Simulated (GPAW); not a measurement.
Write an ASE script for GPAW 26.7.0 that does the following.

```
Task                : single point
Functional          : TB-mBJ
Potentials or basis : GPAW PAW data sets for LDA (gpaw-data 1.2.1)
Cutoff              : 600 eV
Basis               : pw
k mesh              : 4 × 4 × 4
Occupations         : fermi-dirac, width 0.05 eV
Spin                : no spin polarisation
Maxiter             : 150
```

The structure of CsPbCl3 lies in CsPbCl3.cif:

```cif
data_CsPbCl3
_cell_length_a 5.60500000
_cell_length_b 5.60500000
_cell_length_c 5.60500000
_cell_angle_alpha 90.00000000
_cell_angle_beta 90.00000000
_cell_angle_gamma 90.00000000
_space_group_name_H-M_alt 'P1'
_space_group_name_Hall 'P 1'
_space_group_IT_number 1
loop_
_space_group_symop_operation_xyz
'x,y,z'
loop_
_atom_site_label
_atom_site_type_symbol
_atom_site_symmetry_multiplicity
_atom_site_Wyckoff_symbol
_atom_site_fract_x
_atom_site_fract_y
_atom_site_fract_z
_atom_site_occupancy
Pb1 Pb 1 a 0.5000000000 0.5000000000 0.5000000000 1
Cs1 Cs 1 a 0.0000000000 0.0000000000 0.0000000000 1
Cl1 Cl 1 a 0.5000000000 0.0000000000 0.5000000000 1
Cl2 Cl 1 a 0.0000000000 0.5000000000 0.5000000000 1
Cl3 Cl 1 a 0.5000000000 0.5000000000 0.0000000000 1
```

The input as run:

run.py

```python
from ase.dft.bandgap import bandgap
from ase.io import read, write
from gpaw import GPAW, PW

atoms = read('CsPbCl3.cif')

calc = GPAW(mode=PW(600),
            xc='TB09',
            kpts={'size': (4, 4, 4), 'gamma': True},
            occupations={'name': 'fermi-dirac', 'width': 0.05},
            nbands=37,
            convergence={'density': 1e-05, 'energy': 1e-05},
            eigensolver='cg',
            maxiter=150,
            txt='gpaw.txt')
atoms.calc = calc
energy = atoms.get_potential_energy()
calc.write('gs.gpw')
write('result.traj', atoms)
print('Fermi level:', round(calc.get_fermi_level(), 4), 'eV')
print(f'Gap: {bandgap(calc)[0]:.4f} eV, direct: {bandgap(calc, direct=True)[0]:.4f} eV')
```

Potentials or basis: GPAW PAW data sets for LDA (gpaw-data 1.2.1), pw.

Command:

```console
$ OMP_NUM_THREADS=1 python run.py
```

Results of the run:

| Item | Value |
| --- | --- |
| Band gap on the k mesh | 2.86 eV, direct |

Caveat: a model potential gives levels but no total energy; spin-orbit coupling is left out, which as a rule narrows the gap of such compounds by several tenths of an eV.

Wall time 2.6 min on 1 thread of Arm Neoverse V2, on a shared host, peak memory 0.45 GiB.
